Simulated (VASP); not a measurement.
A calculation with VASP 6.6.1 of TaS2 (native input, structure from a POSCAR):

INCAR

```
PREC = Accurate
ENCUT = 520
EDIFF = 1E-6
ISMEAR = 0
SIGMA = 0.05
LREAL = False
LASPH = True
NELM = 80
ALGO = Normal
ISIF = 2
LWAVE = False
LCHARG = False
GGA = CA
```

KPOINTS

```
Automatic mesh
0
Gamma
  9 9 5
```

POSCAR

```
TaS2
1.0
    3.3500000000      0.0000000000      0.0000000000
   -1.6750000000      2.9011851027      0.0000000000
    0.0000000000      0.0000000000      5.8600000000
Ta S
1 2
Direct
    0.0000000000      0.0000000000      0.0000000000
    0.6666666667      0.3333333333      0.7500000000
    0.3333333333      0.6666666667      0.2500000000
```

Potentials or basis: VASP PAW LDA potentials, release 64 (Ta_pv, S).

The run is started by

```sh
$ cat potpaw_LDA.64/Ta_pv/POTCAR potpaw_LDA.64/S/POTCAR > POTCAR
$ mpirun -np 1 vasp_std > vasp.out
```

Write the same calculation in another form: ASE script, structure by space group and Wyckoff sites.

As run:

Contents of run.py:

```python
from ase.calculators.vasp import Vasp
from ase.dft.bandgap import bandgap
from ase.spacegroup import crystal

atoms = crystal(
    ['Ta', 'S'],
    basis=[[0.0, 0.0, 0.0], [0.6666666667, 0.3333333333, 0.75]],
    spacegroup=164,
    setting=1,
    cellpar=[3.35, 3.35, 5.86, 90.0, 90.0, 120.0],
    primitive_cell=True,
)
calc = Vasp(
    directory='calc',
    xc='lda',
    pp='LDA',
    setups='recommended',
    prec='Accurate',
    encut=520,
    ediff=1e-07,
    ismear=0,
    sigma=0.05,
    lreal=False,
    lasph=True,
    nelm=100,
    algo='Fast',
    isif=2,
    lwave=False,
    lcharg=False,
    kpts=[9, 9, 5],
    gamma=True,
)
atoms.calc = calc

print('energy (eV):', atoms.get_potential_energy())
print('free energy (eV):', atoms.get_potential_energy(force_consistent=True))
print('forces (eV/A):')
print(atoms.get_forces())
print('stress (eV/A^3, Voigt):', atoms.get_stress())
print('Fermi level (eV):', calc.get_fermi_level())
gap, top, bottom = bandgap(calc)
print('band gap (eV):', gap, 'from (spin, k, band)', top, 'to', bottom)
```

Potentials or basis: VASP PAW LDA potentials, release 64 (Ta_pv, S).

Launch:

```bash
$ python run.py
```

Both were run:

|  | native input, structure from a POSCAR | ASE script, structure by space group and Wyckoff sites |
| --- | --- | --- |
| Pressure | 1.7 GPa | 1.7 GPa |
| Largest force | 0.830 eV/Å | 0.830 eV/Å |
| Band gap on the k mesh | none (metal or under the smearing width) | none (metal or under the smearing width) |

Keys that steer only the numerical path or the files written may differ.
